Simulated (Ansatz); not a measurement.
Nudged elastic band run: HC₁₆, charge +1

The input (input.yaml):

```yaml
crystal:
  lattice:
    - [0.0, 3.57, 3.57]
    - [3.57, 0.0, 3.57]
    - [3.57, 3.57, 0.0]
  atoms:
    - { symbol: C, position: [0.03041189, -0.01184148, -0.01223343] }
    - { symbol: C, position: [0.11810532, 0.12089663, 0.13063971] }
    - { symbol: C, position: [-0.00312419, -0.0070302, 0.50405772] }
    - { symbol: C, position: [0.12673951, 0.12080227, 0.62195785] }
    - { symbol: C, position: [0.00088505, 0.49352774, -0.00155324] }
    - { symbol: C, position: [0.13726529, 0.60910547, 0.12449147] }
    - { symbol: C, position: [0.00285202, 0.49476697, 0.49884797] }
    - { symbol: C, position: [0.12554576, 0.61913976, 0.62491798] }
    - { symbol: C, position: [0.48772123, -0.00394192, 2.753e-05] }
    - { symbol: C, position: [0.59467338, 0.13155812, 0.13679868] }
    - { symbol: C, position: [0.49842226, -0.00534314, 0.50252543] }
    - { symbol: C, position: [0.62221523, 0.12168154, 0.62566224] }
    - { symbol: C, position: [0.50691815, 0.49484957, -0.00612055] }
    - { symbol: C, position: [0.62415408, 0.61805798, 0.12607077] }
    - { symbol: C, position: [0.49950868, 0.49482013, 0.49959348] }
    - { symbol: C, position: [0.62820899, 0.61908534, 0.6204531] }
    - { symbol: H, position: [0.81240579, 0.90791413, 0.06143989] }
total_charge: 1
basis:
  ecutwfc: 420.0
kpoints:
  mp_grid: { grid: [3, 3, 3] }
hamiltonian:
  xc: pbe
scf:
  occupations: { method: gaussian, width: 0.05 }
  lower_state_search: "off"
neb:
  images: 3
  f_tol: 0.05
  initial_path: idpp
  max_iterations: 80
  final_atoms:
    - { symbol: C, position: [-0.00014894, -0.00337716, 0.01599174] }
    - { symbol: C, position: [0.13045208, 0.12148037, 0.13012851] }
    - { symbol: C, position: [-0.01241219, -0.01134012, 0.49340045] }
    - { symbol: C, position: [0.13663065, 0.13215683, 0.63676726] }
    - { symbol: C, position: [-0.00172897, 0.494106, 0.00690425] }
    - { symbol: C, position: [0.12588828, 0.61860304, 0.13149933] }
    - { symbol: C, position: [-0.00629325, 0.49539154, 0.50413897] }
    - { symbol: C, position: [0.12431715, 0.60968335, 0.62888945] }
    - { symbol: C, position: [0.50388514, -0.00647935, 0.00586446] }
    - { symbol: C, position: [0.62547192, 0.12223444, 0.13022619] }
    - { symbol: C, position: [0.50231692, -0.00478427, 0.50418444] }
    - { symbol: C, position: [0.6217754, 0.12136833, 0.63023906] }
    - { symbol: C, position: [0.49941272, 0.49536839, 0.00585567] }
    - { symbol: C, position: [0.62473512, 0.61970115, 0.13016254] }
    - { symbol: C, position: [0.49866102, 0.49533434, 0.50330407] }
    - { symbol: C, position: [0.62026522, 0.61962481, 0.63204887] }
    - { symbol: H, position: [1.06078988, 0.90868254, -0.28167276] }
  order_check: true
```

Command:

```bash
$ ansatz run input.yaml --threads 1 --pin off --max-ram 3072MiB --backend cpu --events-out ev --progress --plain --runs-dir out
```

Output, in part (warnings, iteration lines):

```
NEB end point (image 0): max|allowed force component| = 1.611e-3 eV/Å (the criterion of neb.relax_end_points is 1.000e-2)
NEB end point (image 4): max|allowed force component| = 1.241e-2 eV/Å (the criterion of neb.relax_end_points is 1.000e-2)
NEB iter   1: max|band force component| = 3.518e0 eV/Å  barrier→ = 0.8384 eV  barrier← = 0.8384 eV  Δτ_max = 0.0522 Å  (35 SCF iters)
NEB iter   2: max|band force component| = 2.098e0 eV/Å  barrier→ = 0.4721 eV  barrier← = 0.4721 eV  Δτ_max = 0.2000 Å  (18 SCF iters)
NEB iter   3: max|band force component| = 1.563e0 eV/Å  barrier→ = 0.2166 eV  barrier← = 0.2166 eV  Δτ_max = 0.0962 Å  (19 SCF iters)
NEB iter   4: max|band force component| = 7.674e-1 eV/Å  barrier→ = 0.1219 eV  barrier← = 0.1219 eV  Δτ_max = 0.1665 Å  (17 SCF iters)
NEB iter   5: max|band force component| = 5.664e-1 eV/Å  barrier→ = 0.0650 eV  barrier← = 0.0650 eV  Δτ_max = 0.0400 Å  (18 SCF iters)
NEB iter   6: max|band force component| = 2.280e-1 eV/Å  barrier→ = 0.0434 eV  barrier← = 0.0433 eV  CI = image 3  Δτ_max = 0.0369 Å  (16 SCF iters)
NEB iter   7: max|band force component| = 2.314e-1 eV/Å  barrier→ = 0.0427 eV  barrier← = 0.0427 eV  CI = image 3  Δτ_max = 0.0185 Å  (14 SCF iters)
NEB iter   8: max|band force component| = 1.634e-1 eV/Å  barrier→ = 0.0426 eV  barrier← = 0.0426 eV  CI = image 3  Δτ_max = 0.0185 Å  (14 SCF iters)
NEB iter   9: max|band force component| = 2.339e-1 eV/Å  barrier→ = 0.0426 eV  barrier← = 0.0426 eV  CI = image 3  Δτ_max = 0.0369 Å  (13 SCF iters)
NEB iter  10: max|band force component| = 1.758e-1 eV/Å  barrier→ = 0.0425 eV  barrier← = 0.0425 eV  CI = image 3  Δτ_max = 0.0736 Å  (14 SCF iters)
NEB iter  11: max|band force component| = 1.696e-1 eV/Å  barrier→ = 0.0425 eV  barrier← = 0.0424 eV  CI = image 3  Δτ_max = 0.0733 Å  (15 SCF iters)
NEB iter  12: max|band force component| = 1.925e-1 eV/Å  barrier→ = 0.0425 eV  barrier← = 0.0425 eV  CI = image 3  Δτ_max = 0.0125 Å  (15 SCF iters)
NEB iter  13: max|band force component| = 1.340e-1 eV/Å  barrier→ = 0.0426 eV  barrier← = 0.0426 eV  CI = image 3  Δτ_max = 0.0163 Å  (15 SCF iters)
NEB iter  14: max|band force component| = 1.251e-1 eV/Å  barrier→ = 0.0430 eV  barrier← = 0.0429 eV  CI = image 3  Δτ_max = 0.0333 Å  (14 SCF iters)
NEB iter  15: max|band force component| = 1.617e-1 eV/Å  barrier→ = 0.0431 eV  barrier← = 0.0430 eV  CI = image 3  Δτ_max = 0.0168 Å  (14 SCF iters)
NEB iter  16: max|band force component| = 8.958e-2 eV/Å  barrier→ = 0.0430 eV  barrier← = 0.0430 eV  CI = image 3  Δτ_max = 0.0167 Å  (14 SCF iters)
NEB iter  17: max|band force component| = 2.645e-2 eV/Å  barrier→ = 0.0429 eV  barrier← = 0.0429 eV  CI = image 3  CI's point: of a kind that is not told: the force calls were inconclusive, a negative curvature could not be distinguished from the path's own, the only one lies far off the path, or fixed occupations may fill a level only in part  Δτ_max = 0.0000 Å  (446 SCF iters)
```

It converged. By the program's own check the climbing image is of a kind that is not told: the force calls were inconclusive, a negative curvature could not be distinguished from the path's own, the only one lies far off the path, or fixed occupations may fill a level only in part (lowest curvatures found: -2.74 and 0.31 eV/Å²). Limits of this set-up: charged cell in a uniform background, uncorrected.

Final band (atoms are numbered from 1 in the order of the input):

| image | path coordinate (Å) | energy (eV) | C1–H17 (Å) | C10–H17 (Å) | C3–H17 (Å) |
| --- | --- | --- | --- | --- | --- |
| 0 | 0.00 | 0.000 | 1.18 | 1.18 | 2.35 |
| 1 | 0.66 | 0.002 | 1.19 | 1.18 | 1.95 |
| 2 | 1.33 | 0.013 | 1.16 | 1.53 | 1.83 |
| 3 | 1.99 | 0.043 | 1.35 | 1.84 | 1.36 |
| 4 | 2.60 | 0.000 | 1.62 | 2.37 | 1.18 |

Time of the run: 6.4 min on 1 thread of Intel(R) Xeon(R) Platinum 8488C (Sapphire Rapids), with other jobs on the host, peak memory 0.45 GiB.
